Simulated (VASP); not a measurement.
# MgS (Imm2) in VASP: a series of runs, part 2 of 2

VASP 6.6.1.

## 5. Single point, PBE

Contents of INCAR:

```
PREC = Accurate
ENCUT = 520
EDIFF = 1E-7
ISMEAR = 0
SIGMA = 0.05
LREAL = F
LASPH = T
NELM = 100
ALGO = Normal
ISIF = 2
LWAVE = F
LCHARG = T
GGA = PE
LELF = T
LVHAR = T
NBANDS = 11
```

Contents of KPOINTS:

```
regular mesh
0
Gamma
  8 8 8
```

Contents of POSCAR:

```
MgS
1.0
    0.0000000000      2.6016500000      2.6016500000
    2.6016500000      0.0000000000      2.6016500000
    2.6016500000      2.6016500000      0.0000000000
Mg S
1 1
Direct
   -0.0849348948      0.0000000000      0.0000000000
    0.5000000000      0.5000000000      0.5000000000
```

Potentials or basis: VASP PAW PBE potentials, release 64 (Mg, S).

On the command line:

```console
$ cat potpaw_PBE.64/Mg/POTCAR potpaw_PBE.64/S/POTCAR > POTCAR
$ mpirun -np 1 vasp_std > vasp.out
```

OUTCAR:

```text
PREC = Accurate
   ENCUT = 520
   EDIFF = 1E-7
   ISMEAR = 0
   LREAL = F
   LASPH = T
   NELM = 100
   ISIF = 2
   GGA = PE

 ion  position               nearest neighbor table
   1  0.915  0.000  0.000-   2 2.39   2 2.39   2 2.62   2 2.62   2 2.83   2 2.83
   2  0.500  0.500  0.500-   1 2.39   1 2.39   1 2.62   1 2.62   1 2.83   1 2.83

  LATTYP: Found a face centered cubic cell.
 ALAT       =     5.2033000000

  Lattice vectors:

 A1 = (   0.0000000000,   2.6016500000,   2.6016500000)
 A2 = (   2.6016500000,   0.0000000000,   2.6016500000)
 A3 = (   2.6016500000,   2.6016500000,   0.0000000000)

Analysis of symmetry for initial positions (statically):
=====================================================================
 Subroutine PRICEL returns:
 Original cell was already a primitive cell.

 Routine SETGRP: Setting up the symmetry group for a
 face centered cubic supercell.

 Subroutine GETGRP returns: Found  4 space group operations
 (whereof  4 operations were pure point group operations)
 out of a pool of 48 trial point group operations.

The static configuration has the point symmetry C_2v.

Analysis of symmetry for dynamics (positions and initial velocities):
=====================================================================
 Subroutine PRICEL returns:
 Original cell was already a primitive cell.

 Routine SETGRP: Setting up the symmetry group for a
 face centered cubic supercell.

 Subroutine GETGRP returns: Found  4 space group operations
 (whereof  4 operations were pure point group operations)
 out of a pool of 48 trial point group operations.

The dynamic configuration has the point symmetry C_2v.

 Subroutine INISYM returns: Found  4 space group operations
 (whereof  4 operations are pure point group operations),
 and found     1 'primitive' translations

----------------------------------------------------------------------------------------

                                     Primitive cell

[... 118 lines left out ...]
   IVDW    =     0    specifies the selected vdW correction
   LEPSILON=     F    determine dielectric tensor
   LRPA    =     F    only Hartree local field effects (RPA)
 non-spin polarized calculation
 Gauss-broadening in eV      SIGMA  =   0.05
  energy-cutoff  :      520.00
  volume of cell :       35.22
 maximum number of plane-waves:       960
   NGX = 13   NGY = 13   NGZ = 13

 number of electron       8.0000000 magnetization

 Free energy of the ion-electron system (eV)
  ---------------------------------------------------
  ext. energy  EPLUGINS =         0.00000000
  ---------------------------------------------------
  free energy    TOTEN  =        -8.35528601 eV

  energy without entropy =       -8.35528601  energy(sigma->0) =       -8.35528601

 E-fermi :   3.9922     XC(G=0):  -9.6626

 val. band max:        3.7101693219   @ k =   0.0000   0.0000   0.0000
 cond. band min:       6.5099762127   @ k =   0.0000   0.5000   0.5000
 fundamental gap:      2.7998068908
 Fermi energy:         3.9922343426

 k-point     1 :       0.0000    0.0000    0.0000
  band No.  band energies     occupation
      1      -8.9729      2.00000
      2       3.5514      2.00000
      3       3.7084      2.00000
      4       3.7102      2.00000
      5       7.3985      0.00000
      6      11.6350      0.00000
      7      11.6382      0.00000
      8      11.7694      0.00000
      9      14.1991      0.00000
     10      14.3207      0.00000
     11      16.0686      0.00000
[... 309 lines left out ...]
 k-point    24 :      -0.3750    0.1250    0.0000
  band No.  band energies     occupation
      1      -7.7254      2.00000
      2      -0.6497      2.00000
      3       2.2836      2.00000
      4       3.0908      2.00000
      5       9.0661      0.00000
      6      10.1920      0.00000
      7      11.1506      0.00000
      8      13.3777      0.00000
      9      15.6786      0.00000
     10      16.2357      0.00000
     11      18.5305      0.00000

 [... further k-points ...]

------------------------ aborting loop because EDIFF is reached ----------------------------------------

  FORCE on cell =-STRESS in cart. coord.  units (eV):
  Direction    XX          YY          ZZ          XY          YZ          ZX
  --------------------------------------------------------------------------------------
  -------------------------------------------------------------------------------------
  Total        0.0313587      1.3467247      1.3467247      0.0000000     -0.2191737      0.0000000
  in kB        1.4265667     61.2650526     61.2650526      0.0000000     -9.9706258      0.0000000
  external PRESSURE =      41.3188906 kB  Pullay stress =       0.0000000 kB

 VOLUME and BASIS-vectors are now :
 -----------------------------------------------------------------------------
  energy-cutoff  :      520.00
  volume of cell :       35.22
      direct lattice vectors                 reciprocal lattice vectors
     0.000000000  2.601650000  2.601650000    -0.192185728  0.192185728  0.192185728
     2.601650000  0.000000000  2.601650000     0.192185728 -0.192185728  0.192185728
     2.601650000  2.601650000  0.000000000     0.192185728  0.192185728 -0.192185728

 POSITION                                       TOTAL-FORCE (eV/Angst)
 -----------------------------------------------------------------------------------
      0.00000      2.38068      2.38068        -0.000000      0.707880      0.707880
      2.60165      2.60165      2.60165         0.000000     -0.707880     -0.707880
 -----------------------------------------------------------------------------------
    total drift:                                0.000000      0.000061      0.000061

  FREE ENERGIE OF THE ION-ELECTRON SYSTEM (eV)
  ---------------------------------------------------
  free  energy   TOTEN  =        -8.3552860087 eV

  energy  without entropy=       -8.3552860087  energy(sigma->0) =       -8.35528601
```

It took 29 s on 1 thread of Intel Xeon Platinum 8488C (Sapphire Rapids), shared host; peak memory 0.18 GiB.

Results:

```
Free energy            : -8.3553 eV
Pressure               : 4.1 GPa
Largest force          : 1.001 eV/Å
Band gap on the k mesh : 2.80 eV, indirect (least direct gap 3.69 eV)
```

Forces on the atoms (eV/Å):
```
Mg   0.000  0.708  0.708
S    0.000 -0.708 -0.708
```

Stress tensor (GPa, compression positive):
```
 0.14  0.00  0.00
 0.00  6.13 -1.00
 0.00 -1.00  6.13
```

Levels at points of the mesh, in eV from the valence-band top:
```
           k point  band 1  band 2  band 3  band 4  band 5  band 6  band 7  band 8  band 9
(0.00, 0.00, 0.00)  -12.68   -0.16    0.00    0.00    3.69    7.92    7.93    8.06   10.49
(0.50, 0.00, 0.00)  -11.40   -4.78   -0.73   -0.56    4.59    6.93    7.00    9.92   12.20
(0.00, 0.50, 0.00)  -11.39   -4.84   -0.63   -0.55    4.50    7.01    7.05    9.90   12.14
(0.50, 0.50, 0.00)  -11.03   -4.20   -1.70   -1.67    2.81    4.39   11.93   12.90   13.44
(0.00, 0.50, 0.50)  -11.03   -4.18   -1.78   -1.63    2.80    4.36   12.02   12.82   13.53
```

Caveat: forces of over 1 eV/Å show positions far from the minimum, so gaps and moduli don't describe the material at rest.

## 6. Overview

| cell | gap on the mesh (eV) | pressure (GPa) | largest force (eV/Å) |
| --- | --- | --- | --- |
| all Mg atoms moved +0.188 Å, as atom 1 towards its neighbour atom 1 (Mg) at 3.679 Å | 2.78 | 2.0 | 0.55 |
| all Mg atoms moved -0.250 Å, as atom 1 towards its neighbour atom 1 (Mg) at 3.679 Å | 2.79 | 3.0 | 0.77 |
| all Mg atoms moved -0.500 Å, as atom 1 towards its neighbour atom 1 (Mg) at 3.679 Å | 2.84 | 9.2 | 1.86 |
| all Mg atoms moved +0.312 Å, as atom 1 towards its neighbour atom 1 (Mg) at 3.679 Å | 2.80 | 4.1 | 1.00 |

Alike in all rows: task single point; level PBE; potentials or basis VASP PAW PBE potentials, release 64 (Mg, S); no spin polarisation; k mesh 8 × 8 × 8; cutoff (eV) 520; smearing gaussian 0.05 eV.

Caveats: forces of over 1 eV/Å show positions far from the minimum, so gaps and moduli don't describe the material at rest (some runs).

Total energies depend on the potentials used, so only differences within one code and one set of settings carry meaning.
